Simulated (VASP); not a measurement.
# MnO (P6_3mc) in VASP: a series of runs

The runs below take MnO through single point, with PBEsol.

All numbers are computed with VASP 6.6.1; they aren't measurements. Logs are shortened: lines on timing, memory, paths and dates and some standing lists are left out, and cuts for length are marked.

## 1. The crystal as given

Symmetry: P6_3mc, No. 186, hexagonal system. The conventional cell has a = 3.372 Å, b = 3.372 Å, c = 5.386 Å, α = 90.00°, β = 90.00°, γ = 120.00°. Around Mn (site symmetry 3m) lie 4 O at 1.96 to 2.08 Å. Around O (site symmetry 3m) lie 4 Mn at 1.96 to 2.08 Å.

Measurements of this composition are mostly on another form, of space group No. 225.

## 2. Single point, PBEsol, collinear spin, ferromagnetic start

INCAR reads:

```
SYSTEM = MnO
PREC = Accurate ; ENCUT = 450
EDIFF = 1E-5 ; ISMEAR = 0
SIGMA = 0.05 ; LREAL = .FALSE.
LASPH = .TRUE. ; NELM = 100
ALGO = Normal ; ISIF = 2
LWAVE = .FALSE. ; LCHARG = .FALSE.
ISPIN = 2 ; MAGMOM = 4 4 0 0
LORBIT = 11 ; LMAXMIX = 4
GGA = PS ; NBANDS = 31
ADDGRID = .FALSE.
```

KPOINTS reads:

```
Automatic mesh
0
G
  4 4 3
  0 0 0
```

POSCAR reads:

```
MnO
1.0
    3.3717000000      0.0000000000      0.0000000000
   -1.6858500000      2.9199778539      0.0000000000
    0.0000000000      0.0000000000      5.3855000000
Mn O
2 2
Direct
    0.6666666667      0.3333333333      0.5109600000
    0.3333333333      0.6666666667      0.0109600000
    0.6666666667      0.3333333333      0.8754700000
    0.3333333333      0.6666666667      0.3754700000
```

Potentials or basis: VASP PAW PBE potentials, release 64 (Mn_pv, O).

The run is started by

```console
> cat potpaw_PBE.64/Mn_pv/POTCAR potpaw_PBE.64/O/POTCAR > POTCAR
> mpirun -np 1 vasp_std > vasp.out
```

OUTCAR:

```text
SYSTEM = MnO
   PREC = Accurate
   ENCUT = 450
   EDIFF = 1E-5
   ISMEAR = 0
   LREAL = .FALSE.
   LASPH = .TRUE.
   NELM = 100
   ISIF = 2
   ISPIN = 2
   LORBIT = 11
   GGA = PS

 Found      8 irreducible k-points:

 Following reciprocal coordinates:
            Coordinates               Weight
  0.000000  0.000000  0.000000      1.000000
  0.250000  0.000000  0.000000      6.000000
  0.500000  0.000000  0.000000      3.000000
  0.250000  0.250000  0.000000      6.000000
  0.000000  0.000000  0.333333      2.000000
  0.250000  0.000000  0.333333     12.000000
   k-points           NKPTS =      8   k-points in BZ     NKDIM =      8   number of bands    NBANDS=     31
   number of dos      NEDOS =    301   number of ions     NIONS =      4
   total plane-waves  NPLWV =  23040
   dimension x,y,z NGX =    24 NGY =   24 NGZ =   40
   dimension x,y,z NGXF=    48 NGYF=   48 NGZF=   80
   ions per type =               2   2
   NGX,Y,Z   is equivalent  to a cutoff of  11.83, 11.83, 12.35 a.u.
   NGXF,Y,Z  is equivalent  to a cutoff of  23.67, 23.67, 24.70 a.u.
 SYSTEM =  MnO
   PREC   = accura    normal or accurate (medium, high low for compatibility)
   ISTART =      0    job   : 0-new  1-cont  2-samecut
   ICHARG =      2    charge: 1-file 2-atom 10-const
   ISPIN  =      2    spin polarized calculation?
   LNONCOLLINEAR =      F non collinear calculations
   LSORBIT =      F    spin-orbit coupling
   LASPH  =      T    aspherical Exc in radial PAW
   ENCUT  =  450.0 eV  33.07 Ry    5.75 a.u.   5.83  5.83  9.32*2*pi/ulx,y,z
   NELM   =    100;   NELMIN=  2; NELMDL= -5     # of ELM steps
   EDIFF  = 0.1E-04   stopping-criterion for ELM
   LREAL  =      F    real-space projection
   EDIFFG = 0.1E-03   stopping-criterion for IOM
   NSW    =      0    number of steps for IOM
   IBRION =     -1    ionic relax: 0-MD 1-quasi-New 2-CG
   NFREE  =      0    steps in history (QN), initial steepest desc. (CG)
   ISIF   =      2    stress and relaxation
   ISYM   =      2    0-nonsym 1-usesym 2-fastsym
   POTIM  = 0.5000    time-step for ionic-motion
   TEBEG  =    0.0;   TEEND  =   0.0 temperature during run
   PSTRESS=    0.0 pullay stress
   NELECT =      38.0000    total number of electrons
   NUPDOWN=      -1.0000    fix difference up-down
   EMIN   =  10.00;   EMAX   =-10.00  energy-range for DOS
   EFERMI =   0.00;   METHOD = LEGACY
   ISMEAR =     0;   SIGMA  =   0.05  broadening in eV -4-tet -1-fermi 0-gaus
   EFERMI_NEDOS =   21; number of points for ismear=-14 and -15
   IALGO  =     38    algorithm
   IMIX   =      4    mixing-type and parameters
     AMIX     =   0.40;   BMIX     =  1.00
     AMIX_MAG =   1.60;   BMIX_MAG =  1.00
  volume/ion in A,a.u.               =      13.26        89.45
  Fermi-wavevector in a.u.,A,eV,Ry     =   1.465046  2.768535 29.202988  2.146359
  Thomas-Fermi vector in A             =   2.580949
   LORBIT       =     11    0 simple, 1 ext, 2 COOP (PROOUT), +10 PAW based schemes
   GGA     = PS    functional components
   LHFCALC =     F    Hartree Fock is set to
   AEXX    =    0.0000 exact exchange contribution
   IVDW    =     0    specifies the selected vdW correction
   LEPSILON=     F    determine dielectric tensor
   LRPA    =     F    only Hartree local field effects (RPA)
 spin polarized calculation
 Gauss-broadening in eV      SIGMA  =   0.05
  energy-cutoff  :      450.00
  volume of cell :       53.02
 maximum number of plane-waves:      1162
 NGX is ok and might be reduce to    24
   NGX = 11   NGY = 11   NGZ = 19

 number of electron      37.9999974 magnetization      10.0151631

 number of electron      37.9999974 magnetization       9.9564132

 Free energy of the ion-electron system (eV)
  ---------------------------------------------------
  ext. energy  EPLUGINS =         0.00000000
  ---------------------------------------------------
  free energy    TOTEN  =       -34.26136144 eV

  energy without entropy =      -34.26070648  energy(sigma->0) =      -34.26103396

 E-fermi :   5.7558     XC(G=0): -10.8278

 val. band max:        5.5650645829   @ k =   0.0000   0.0000   0.0000
 cond. band min:       5.7576875972   @ k =   0.0000   0.0000   0.0000
 fundamental gap:      0.1926230143
 Fermi energy:         5.7557523868

 spin component 1

 k-point     1 :       0.0000    0.0000    0.0000
  band No.  band energies     occupation
      1     -44.7092      1.00000
      2     -44.7063      1.00000
      3     -44.7063      1.00000
      4     -44.7000      1.00000
      5     -44.7000      1.00000
      6     -44.6715      1.00000
[... 193 lines left out ...]
     30      16.5154      0.00000
     31      16.9894      0.00000

 [... further k-points ...]

 spin component 2

 k-point     1 :       0.0000    0.0000    0.0000
  band No.  band energies     occupation
      1     -40.0692      1.00000
      2     -40.0333      1.00000
      3     -40.0333      1.00000
      4     -40.0252      1.00000
      5     -40.0252      1.00000
      6     -40.0185      1.00000
[... 193 lines left out ...]
     30      18.0761      0.00000
     31      18.5253      0.00000

 [... further k-points ...]

------------------------ aborting loop because EDIFF is reached ----------------------------------------

  FORCE on cell =-STRESS in cart. coord.  units (eV):
  Direction    XX          YY          ZZ          XY          YZ          ZX
  --------------------------------------------------------------------------------------
  -------------------------------------------------------------------------------------
  Total       -0.7943885     -0.7943885      1.5677727      0.0000000      0.0000000      0.0000000
  in kB      -24.0042970    -24.0042970     47.3739033      0.0000000      0.0000000      0.0000000
  external PRESSURE =      -0.2115635 kB  Pullay stress =       0.0000000 kB

 VOLUME and BASIS-vectors are now :
 -----------------------------------------------------------------------------
  energy-cutoff  :      450.00
  volume of cell :       53.02
      direct lattice vectors                 reciprocal lattice vectors
     3.371700000  0.000000000  0.000000000     0.296586292  0.171234175  0.000000000
    -1.685850000  2.919977854  0.000000000     0.000000000  0.342468351  0.000000000
     0.000000000  0.000000000  5.385500000     0.000000000  0.000000000  0.185683781

 POSITION                                       TOTAL-FORCE (eV/Angst)
 -----------------------------------------------------------------------------------
      1.68585      0.97333      2.75178        -0.000000      0.000000     -0.622205
     -0.00000      1.94665      0.05903         0.000000     -0.000000     -0.622205
      1.68585      0.97333      4.71484         0.000000     -0.000000      0.622205
     -0.00000      1.94665      2.02209         0.000000      0.000000      0.622205
 -----------------------------------------------------------------------------------
    total drift:                                0.000000      0.000001      0.003824

  FREE ENERGIE OF THE ION-ELECTRON SYSTEM (eV)
  ---------------------------------------------------
  free  energy   TOTEN  =       -34.2613614372 eV

  energy  without entropy=      -34.2607064794  energy(sigma->0) =      -34.26103396

 total charge

# of ion       s       p       d       tot
------------------------------------------
    1        0.245   6.235   4.952  11.432
    2        0.245   6.235   4.952  11.432
    3        1.561   3.444   0.000   5.006
    4        1.561   3.444   0.000   5.006
--------------------------------------------------
tot          3.612  19.359   9.904  32.876

 magnetization (x)

# of ion       s       p       d       tot
------------------------------------------
    1        0.035   0.063   4.302   4.399
    2        0.035   0.063   4.302   4.399
    3        0.017   0.181   0.000   0.198
    4        0.017   0.181   0.000   0.198
--------------------------------------------------
tot          0.104   0.488   8.604   9.195
```

OSZICAR:

```text
N       E                     dE             d eps       ncg     rms          rms(c)
DAV:   1     0.418500629768E+03    0.41850E+03   -0.19764E+04  1007   0.132E+03
DAV:   2    -0.578223220417E+01   -0.42428E+03   -0.39658E+03  1027   0.410E+02
DAV:   3    -0.388667234562E+02   -0.33084E+02   -0.32411E+02  1146   0.125E+02
DAV:   4    -0.393419951426E+02   -0.47527E+00   -0.47504E+00  1062   0.162E+01
DAV:   5    -0.393473220638E+02   -0.53269E-02   -0.53267E-02  1146   0.175E+00    0.219E+01
DAV:   6    -0.351259345478E+02    0.42214E+01   -0.29744E+01  1197   0.508E+01    0.205E+01
DAV:   7    -0.342622700626E+02    0.86366E+00   -0.39492E+00  1000   0.265E+01    0.129E+01
DAV:   8    -0.342885723601E+02   -0.26302E-01   -0.54293E-01  1111   0.425E+00    0.757E+00
DAV:   9    -0.342497797972E+02    0.38793E-01   -0.13199E-01  1065   0.320E+00    0.209E+00
DAV:  10    -0.342562859548E+02   -0.65062E-02   -0.37111E-02  1069   0.178E+00    0.985E-01
DAV:  11    -0.342607732442E+02   -0.44873E-02   -0.64886E-03  1041   0.797E-01    0.305E-01
DAV:  12    -0.342613177898E+02   -0.54455E-03   -0.43351E-04  1184   0.220E-01    0.635E-02
DAV:  13    -0.342613390486E+02   -0.21259E-04   -0.11176E-04   992   0.658E-02    0.566E-02
DAV:  14    -0.342613612056E+02   -0.22157E-04   -0.55966E-05   972   0.470E-02    0.226E-02
DAV:  15    -0.342613614372E+02   -0.23162E-06   -0.48897E-06   608   0.170E-02
   1 F= -.34261361E+02 E0= -.34261034E+02  d E =-.654958E-03  mag=     9.9578
```

stdout:

```text
POSCAR found type information on POSCAR MnO
 POSCAR found :  2 types and       4 ions
 scaLAPACK will be used
 -----------------------------------------------------------------------------
|                                                                             |
|                                                                             |
|     You enforced a specific xc type in the INCAR file but a different       |
|     I HOPE YOU KNOW WHAT YOU ARE DOING!                                     |
|                                                                             |
 -----------------------------------------------------------------------------

 LDA part: xc-table for (Slater+PW92), standard interpolation
 POSCAR, INCAR and KPOINTS ok, starting setup
 FFT: planning ... GRIDC
 FFT: planning ... GRID_SOFT
 FFT: planning ... GRID
 WAVECAR not read
 entering main loop
```

It took 15 s on 1 thread of AMD EPYC 9R45 (Zen 5), shared host; peak memory 0.14 GiB.

The run converged, but some of its settings lie outside the range that counts as converged, so its numbers aren't taken as properties of the crystal.

What came out:

```
Free energy                                           : -34.2614 eV
Largest force                                         : 0.622 eV/Å
Band gap on the k mesh                                : none (metal or under the smearing width)
Net moment                                            : 9.96 μB per cell
Site moments                                          : Mn +4.40; O +0.20 μB
Valence electrons inside the program's atomic spheres : Mn 11.43; O 5.01
```

Caveat: the k mesh is coarse (spacing up to 0.54 Å⁻¹), so the values aren't converged; the cutoff is under 1.25 times the usual one of these potentials, so pressure, stress and relaxed cells hold a basis-set (Pulay) error; the PAW data sets were made with another functional, which shifts forces and pressure a little; semilocal functionals often make such compounds metallic where correlation or magnetic order opens a gap, which also shifts bond lengths; only a ferromagnetic start was run, and an antiferromagnetic order may lie lower in energy.

## 3. Single point, PBEsol, collinear spin, ferromagnetic start

INCAR: that of step 2 with these lines changed.

```diff
@@ -2,3 +2,3 @@
 PREC = Accurate ; ENCUT = 450
-EDIFF = 1E-5 ; ISMEAR = 0
+EDIFF = 1E-6 ; ISMEAR = 0
 SIGMA = 0.05 ; LREAL = .FALSE.
@@ -10,2 +10,2 @@
 GGA = PS ; NBANDS = 31
-ADDGRID = .FALSE.
+ADDGRID = .TRUE.
```

KPOINTS is that of step 2.

POSCAR is that of step 2.

Potentials or basis: VASP PAW PBE potentials, release 64 (Mn_pv, O).

The run is started by

```console
> cat potpaw_PBE.64/Mn_pv/POTCAR potpaw_PBE.64/O/POTCAR > POTCAR
> mpirun -np 1 vasp_std > vasp.out
```

Run time: 19 s. Hardware: 1 thread of AMD EPYC 9R45 (Zen 5), shared host; peak memory 0.2 GiB.

These settings aren't checked as converged: the numbers below hold their error.

What came out:

```
Free energy                                           : -34.2614 eV
Largest force                                         : 0.623 eV/Å
Band gap on the k mesh                                : none (metal or under the smearing width)
Net moment                                            : 9.96 μB per cell
Site moments                                          : Mn +4.40; O +0.20 μB
Valence electrons inside the program's atomic spheres : Mn 11.43; O 5.01
```

Caveat: the k mesh is coarse (spacing up to 0.54 Å⁻¹), so the values aren't converged; the cutoff is under 1.25 times the usual one of these potentials, so pressure, stress and relaxed cells hold a basis-set (Pulay) error; the PAW data sets were made with another functional, which shifts forces and pressure a little; semilocal functionals often make such compounds metallic where correlation or magnetic order opens a gap, which also shifts bond lengths; only a ferromagnetic start was run, and an antiferromagnetic order may lie lower in energy.

(Continued in part 2 of 2.)
